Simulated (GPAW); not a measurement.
# AgCl (Chlorargyrite) (Fm-3m) in GPAW: convergence with basis set

Aim: find how far basis set must go before the results for AgCl (Chlorargyrite) settle, at PBE. This setting moves, with any that are tied to it; all else stays.

All numbers are computed with GPAW 26.7.0; they aren't measurements. Logs are shortened: lines on timing, memory, paths and dates and some standing lists are left out, and cuts for length are marked. The log counts tension as positive stress, the text compression.

## 1. The crystal as given

The structure is cubic, space group Fm-3m (No. 225). The conventional cell has a = 5.470 Å, b = 5.470 Å, c = 5.470 Å, α = 90.00°, β = 90.00°, γ = 90.00°. Ag (site symmetry m-3m) is surrounded by 6 Cl at 2.73 Å. Around Cl (site symmetry m-3m) lie 6 Ag at 2.73 Å.

## 2. With basis set lcao:sz(dzp)

File run.py:

```python
from ase import Atoms
from ase.dft.bandgap import bandgap
from ase.io import write
from gpaw import GPAW

atoms = Atoms(['Ag', 'Cl'],
              cell=[[0.0, 2.735, 2.735],
                    [2.735, 0.0, 2.735],
                    [2.735, 2.735, 0.0]],
              scaled_positions=[[0.0, 0.0, 0.0],
                                [0.5, 0.5, 0.5]],
              pbc=True)

calc = GPAW(mode='lcao',
            h=0.16,
            basis='sz(dzp)',
            xc='PBE',
            kpts={'size': (8, 8, 8), 'gamma': True},
            occupations={'name': 'fermi-dirac', 'width': 0.05},
            convergence={'density': 1e-05, 'energy': 1e-05},
            maxiter=100,
            txt='gpaw.txt')
atoms.calc = calc
energy = atoms.get_potential_energy()
forces = atoms.get_forces()
calc.write('gs.gpw')
write('result.traj', atoms)
print(f'Energy: {energy:.6f} eV')
print('Forces (eV/A):')
print(forces.round(4))
print('Fermi level:', round(calc.get_fermi_level(), 4), 'eV')
print(f'Gap: {bandgap(calc)[0]:.4f} eV, direct: {bandgap(calc, direct=True)[0]:.4f} eV')
```

Potentials or basis: GPAW PAW data sets (gpaw-data 1.2.1), lcao:sz(dzp).

Run with:

```sh
$ OMP_NUM_THREADS=1 python run.py
```

gpaw.txt:

```text
__  _  _
 | _ |_)|_||  |
 |__||  | ||/\| - 26.7.0

Input parameters:
  mode=LCAO(),
  basis={'default': 'sz(dzp)'},
  convergence={'density': 1e-05, 'energy': 1e-05},
  h=0.16,
  kpts=MonkhorstPack(size=(8, 8, 8), gamma=True),
  maxiter=100,
  occupations=Occupations(name='fermi-dirac', width=0.05),
  xc=XC(name='PBE')

                Cl

       Ag

Atoms  # Å, Bohr magnetons
|   | symbol |        x |        y |        z |    initial magnetic moments |
|---|--------|----------|----------|----------|-----------------------------|
| 0 |     Ag | 0.000000 | 0.000000 | 0.000000 | ( 0.0000,  0.0000,  0.0000) |
| 1 |     Cl | 2.735000 | 2.735000 | 2.735000 | ( 0.0000,  0.0000,  0.0000) |

Unit cell  # Å
| periodic |        x |        y |        z |  lengths |    angles |
|----------|----------|----------|----------|----------|-----------|
|      yes | 0.000000 | 2.735000 | 2.735000 | 3.867874 | 60.000000 |
|      yes | 2.735000 | 0.000000 | 2.735000 | 3.867874 | 60.000000 |
|      yes | 2.735000 | 2.735000 | 0.000000 | 3.867874 | 60.000000 |

Number of symmetries: 48
Symmetry operations  # r_c * U_cc + t_c -> r_c
|    | kind |            matrix            |
|----|------|------------------------------|
|  0 |  σ   |  1, 0, 0,  1, 0,-1,  1,-1, 0 |
|  1 |  C2  |  1, 0, 0,  1,-1, 0,  1, 0,-1 |
|  2 |  E   |  1, 0, 0,  0, 1, 0,  0, 0, 1 |
|  3 |  σ   |  1, 0, 0,  0, 0, 1,  0, 1, 0 |
|  4 |  C4  |  1, 0,-1,  1, 0, 0,  1,-1, 0 |
|  5 |  S6  |  1, 0,-1,  1,-1, 0,  1, 0, 0 |
|  6 |  σ   |  1, 0,-1,  0, 1,-1,  0, 0,-1 |
|  7 |  C3  |  1, 0,-1,  0, 0,-1,  0, 1,-1 |
|  8 |  S6  |  1,-1, 0,  1, 0, 0,  1, 0,-1 |
|  9 |  C4  |  1,-1, 0,  1, 0,-1,  1, 0, 0 |
| 10 |  C3  |  1,-1, 0,  0,-1, 1,  0,-1, 0 |
| 11 |  σ   |  1,-1, 0,  0,-1, 0,  0,-1, 1 |
| 12 |  σ   |  0, 1, 0,  1, 0, 0,  0, 0, 1 |
| 13 |  C4  |  0, 1, 0,  0, 1,-1, -1, 1, 0 |
| 14 |  C3  |  0, 1, 0,  0, 0, 1,  1, 0, 0 |
| 15 |  S6  |  0, 1, 0, -1, 1, 0,  0, 1,-1 |
| 16 |  C2  |  0, 1,-1,  1, 0,-1,  0, 0,-1 |
[... 17 lines left out ...]
| 34 |  S4  |  0,-1, 0,  0,-1, 1,  1,-1, 0 |
| 35 |  C2  |  0,-1, 0, -1, 0, 0,  0, 0,-1 |
| 36 |  C2  | -1, 1, 0,  0, 1, 0,  0, 1,-1 |
| 37 |  S6  | -1, 1, 0,  0, 1,-1,  0, 1, 0 |
| 38 |  S4  | -1, 1, 0, -1, 0, 1, -1, 0, 0 |
| 39 |  C3  | -1, 1, 0, -1, 0, 0, -1, 0, 1 |
| 40 |  S6  | -1, 0, 1,  0, 0, 1,  0,-1, 1 |
| 41 |  C2  | -1, 0, 1,  0,-1, 1,  0, 0, 1 |
| 42 |  C3  | -1, 0, 1, -1, 1, 0, -1, 0, 0 |
| 43 |  S4  | -1, 0, 1, -1, 0, 0, -1, 1, 0 |
| 44 |  C2  | -1, 0, 0,  0, 0,-1,  0,-1, 0 |
| 45 |  i   | -1, 0, 0,  0,-1, 0,  0, 0,-1 |
| 46 |  σ   | -1, 0, 0, -1, 1, 0, -1, 0, 1 |
| 47 |  C2  | -1, 0, 0, -1, 0, 1, -1, 1, 0 |

BZ-sampling:
  Number of BZ points: 512
  Number of IBZ points: 29

  Monkhorst-Pack size: [8, 8, 8]
  Monkhorst-Pack shift: [0.0625, 0.0625, 0.0625]

K-points  # in reciprocal-cell coordinates
|     |                                coordinates |     weight |
|-----|--------------------------------------------|------------|
|   0 | (  0.00000000,   0.00000000,   0.00000000) | 0.00195312 |
|   1 | (  0.12500000,   0.12500000,   0.00000000) | 0.01171875 |
|   2 | (  0.12500000,   0.12500000,   0.12500000) | 0.01562500 |
|   3 | (  0.25000000,   0.12500000,   0.12500000) | 0.02343750 |
|   4 | (  0.25000000,   0.25000000,   0.00000000) | 0.01171875 |
|   5 | (  0.25000000,   0.25000000,   0.12500000) | 0.04687500 |
|   6 | (  0.25000000,   0.25000000,   0.25000000) | 0.01562500 |
|   7 | (  0.37500000,   0.25000000,  -0.37500000) | 0.04687500 |
|   8 | (  0.37500000,   0.25000000,   0.12500000) | 0.04687500 |
[... 259 lines left out ...]
      Name: sz(dzp)
      File: <dir>
      Number of radial functions: 4
      Number of spherical harmonics: 12
        l=0, rc=9.2812 Bohr: 5s-sz confined orbital
        l=1, rc=3.3750 Bohr: 4p-sz confined orbital
        l=1, rc=14.2344 Bohr: 5p-sz confined orbital
        l=2, rc=5.4531 Bohr: 4d-sz confined orbital
      Number of RI-basis functions 0

  Cl:
    name:    Chlorine
    Z:       17.0
    valence: 7
    core:    10
    charge:  0.0  # [|e|]
    compensation charges:
      type: gauss
      rc: 0.25  # [Å]
      lmax: 2
    cutoffs:
      filter: 1.40  # [Å]
      core: 1.49  # [Å]
    projectors
    | kind |    occ | energy [eV] | rcut [Å] |
    |------|--------|-------------|----------|
    |   3s |  2.000 |     -20.689 |    0.794 |
    |   3p |  5.000 |      -8.594 |    0.794 |
    |    s |        |       6.523 |    0.794 |
    |    p |        |      18.617 |    0.794 |
    |    d |        |       0.000 |    0.794 |

    LCAO basis set for Cl:
      Name: sz(dzp)
      File: <dir>
      Number of radial functions: 2
      Number of spherical harmonics: 4
        l=0, rc=5.1719 Bohr: 3s-sz confined orbital
        l=1, rc=6.2656 Bohr: 3p-sz confined orbital
      Number of RI-basis functions 0

Reference energy: -157152.775749  # eV

eigensolver:
  <gpaw.new.lcao.eigensolver.LCAOEigensolver object>
density mixing:
  MSR1-Mixer
  Pratt-step length: 0.05
  Maximum mixing coefficient: 0.75
  Old densities: 10
  SVD Regularization: 0.005
  Good broyden scale: 1.0
  Trust region scale: 1.0
  Backstep threshold: 4.0
  History deletion threshold: 6.0
  Fourier metric: weight=20.0, sigma=0.015

occupation numbers:
  Fermi-Dirac:
    width: 0.0500  # eV

FastPoissonSolver using
    Stencil: 12*3+1=37 point O(h^6) finite-difference Laplacian
    FFT axes: [np.int64(0), np.int64(1), np.int64(2)]
    FST axes: []

xc functional:
  name: PBE with 2 nearest neighbor stencil
interpolation: tri-quintic # 5. degree polynomial

convergence criteria:
- Maximum integral of absolute [dens]ity change: 1e-05 electrons / valence electron
- Maximum [total energy] change in last 3 cyles: 1e-05 eV / valence electron
- Maximum integral of absolute [eigenst]ate change: 4e-08 eV^2 / valence electron
maximum number of iterations: 100

SCF iterations
|iter     | |      energy | eigst |  dens |
|---------|-|-------------|-------|-------|
|iter:   1| |   -4.294547 |      c|       |
|iter:   2| |   -4.287204 |      c| -1.74 |
|iter:   3| |   -4.253424 |      c| -1.76 |
|iter:   4| |   -4.253223 |      c| -2.33 |
|iter:   5| |   -4.253220c|      c| -2.90 |
|iter:   6| |   -4.253220c|      c| -4.10 |
|iter:   7| |   -4.253220c|      c| -4.80 |
|iter:   8| |   -4.253220c|      c| -6.12c|

Converged in 8 steps
Energy contributions relative to reference atoms: (reference = -157152.775749)

Energy contributions:
  Kinetic:          31.692193
  Coulomb:         -27.097564
  Zero:              0.014877
  External:          0.000000
  Xc:               -8.862702
  Entropy:          -0.000048
  Spinorbit:         0.000000
  ----------------------------
  Free energy:      -4.253244
  Extrapolated:     -4.253220

dipole moment: (-16.528086, -16.528086, -16.528086)  # |e|*Ang

Fermi level: 5.436
Eigenvalues  # (at kpt = [0.000, 0.000, 0.000])
| band index |      eig [eV] | occ [0-2] |
|------------|---------------|-----------|
|          0 |       -47.780 |     2.000 |
|        ... |               |           |
|          4 |         2.044 |     2.000 |
|          5 |         2.044 |     2.000 |
|          6 |         2.045 |     2.000 |
|          7 |         2.904 |     2.000 |
|          8 |         2.904 |     2.000 |
|          9 |         2.904 |     2.000 |
|         10 |         2.925 |     2.000 |
|         11 |         2.925 |     2.000 |
|         12 |         5.636 |     0.036 |
|         13 |        18.876 |     0.000 |
|         14 |        18.876 |     0.000 |
|         15 |        18.876 |     0.000 |

Gap: 0.559 eV
Transition (v -> c):
  (s=0, k=28, n=11, [0.50, 0.50, 0.50]) -> (s=0, k=0, n=12, [0.00, 0.00, 0.00])
Direct/indirect transitions are different
Direct gap: 2.712 eV
Transition at: (s=0, k=0, n=11, [0.00, 0.00, 0.00])

Forces  # eV/Ang
|        x |        y |        z |
|----------|----------|----------|
| -0.00000 |  0.00000 | -0.00000 |  # Ag   0
| -0.00000 | -0.00000 |  0.00000 |  # Cl   1

# Writing to gs.gpw (mode='')
```

stdout:

```text
Energy: -4.253220 eV
Forces (eV/A):
[[-0.  0. -0.]
 [-0. -0.  0.]]
Fermi level: 5.4363 eV
Gap: 0.5586 eV, direct: 2.7117 eV
```

It took 82 s on 1 thread of Arm Neoverse V1, shared host; peak memory 0.18 GiB.

Results:

| Property | Result |
| --- | --- |
| Free energy | -4.2532 eV |
| Band gap on the k mesh | 0.56 eV, indirect (least direct gap 2.71 eV) |

## 3. With basis set lcao:szp(dzp)

run.py: that of step 2 with these lines changed.

```diff
@@ -15,3 +15,3 @@
             h=0.16,
-            basis='sz(dzp)',
+            basis='szp(dzp)',
             xc='PBE',
```

Potentials or basis: GPAW PAW data sets (gpaw-data 1.2.1), lcao:szp(dzp).

Run with:

```sh
$ OMP_NUM_THREADS=1 python run.py
```

Run time: 2 min. Hardware: 1 thread of Arm Neoverse V1, shared host; peak memory 0.19 GiB.

What came out:

```
Free energy            : -4.6557 eV
Band gap on the k mesh : 0.85 eV, indirect (least direct gap 3.26 eV)
```

## 4. With basis set lcao:dz(dzp)

run.py: that of step 3 with these lines changed.

```diff
@@ -15,3 +15,3 @@
             h=0.16,
-            basis='szp(dzp)',
+            basis='dz(dzp)',
             xc='PBE',
```

Potentials or basis: GPAW PAW data sets (gpaw-data 1.2.1), lcao:dz(dzp).

Run with:

```sh
$ OMP_NUM_THREADS=1 python run.py
```

Run time: 2.2 min. Hardware: 1 thread of Arm Neoverse V1, shared host; peak memory 0.21 GiB.

Results:

```yaml
Free_energy: -4.6354 eV
Band_gap_on_the_k_mesh: 0.81 eV, indirect (least direct gap 3.17 eV)
```

## 5. With basis set lcao:dzp

run.py: that of step 4 with these lines changed.

```diff
@@ -15,3 +15,3 @@
             h=0.16,
-            basis='dz(dzp)',
+            basis='dzp',
             xc='PBE',
```

Potentials or basis: GPAW PAW data sets (gpaw-data 1.2.1), lcao:dzp.

Run with:

```sh
$ OMP_NUM_THREADS=1 python run.py
```

Wall time 3 min (1 thread of Arm Neoverse V1, shared host); peak memory 0.23 GiB.

Results (log left out):

```yaml
Free_energy: -4.9737 eV
Band_gap_on_the_k_mesh: 0.89 eV, indirect (least direct gap 3.30 eV)
```

## 6. With basis set fd

run.py: that of step 5 with these lines changed.

```diff
@@ -13,5 +13,4 @@
 
-calc = GPAW(mode='lcao',
+calc = GPAW(mode='fd',
             h=0.16,
-            basis='dzp',
             xc='PBE',
@@ -19,2 +18,3 @@
             occupations={'name': 'fermi-dirac', 'width': 0.05},
+            nbands=23,
             convergence={'density': 1e-05, 'energy': 1e-05},
```

Potentials or basis: GPAW PAW data sets (gpaw-data 1.2.1), fd.

Run with:

```sh
$ OMP_NUM_THREADS=1 python run.py
```

Wall time 48 s (1 thread of Arm Neoverse V1, shared host); peak memory 0.29 GiB.

The run converged. Its results:

| Item | Value |
| --- | --- |
| Free energy | -5.4837 eV |
| Band gap on the k mesh | 0.88 eV, indirect (least direct gap 3.31 eV) |

## 7. With basis set pw

run.py: that of step 6 with these lines changed.

```diff
@@ -3,3 +3,4 @@
 from ase.io import write
-from gpaw import GPAW
+from ase.units import GPa
+from gpaw import GPAW, PW
 
@@ -13,4 +14,3 @@
 
-calc = GPAW(mode='fd',
-            h=0.16,
+calc = GPAW(mode=PW(600),
             xc='PBE',
@@ -25,2 +25,3 @@
 forces = atoms.get_forces()
+stress = atoms.get_stress()
 calc.write('gs.gpw')
@@ -30,2 +31,3 @@
 print(forces.round(4))
+print('Stress (GPa):', (stress / GPa).round(3))
 print('Fermi level:', round(calc.get_fermi_level(), 4), 'eV')
```

Potentials or basis: GPAW PAW data sets (gpaw-data 1.2.1), pw.

Run with:

```sh
$ OMP_NUM_THREADS=1 python run.py
```

Run time: 21 s. Hardware: 1 thread of Arm Neoverse V1, shared host; peak memory 0.16 GiB.

It converged, with:

| Property | Result |
| --- | --- |
| Free energy | -5.4661 eV |
| Pressure | 4.0 GPa |
| Band gap on the k mesh | 0.88 eV, indirect (least direct gap 3.31 eV) |

## 8. Summary

```csv
basis set,"energy less the tightest run, at zero smearing (meV/atom)",gap on the mesh (eV),SCF cycles,CPU time (s),peak memory (GiB)
lcao:sz(dzp),606.43,0.559,8,82,0.18
lcao:szp(dzp),405.21,0.854,7,120,0.19
lcao:dz(dzp),415.35,0.808,9,130,0.21
lcao:dzp,246.17,0.886,8,180,0.23
fd,-8.82,0.880,9,48,0.29
pw,0.00,0.881,9,21,0.16
```

Against the tightest run, the gap on the mesh stays within 0.01 eV from lcao:dzp on. Not settled before the last step: the energy (to 1 meV/atom). The tightest run that finished is the yardstick and may itself not be fully converged.
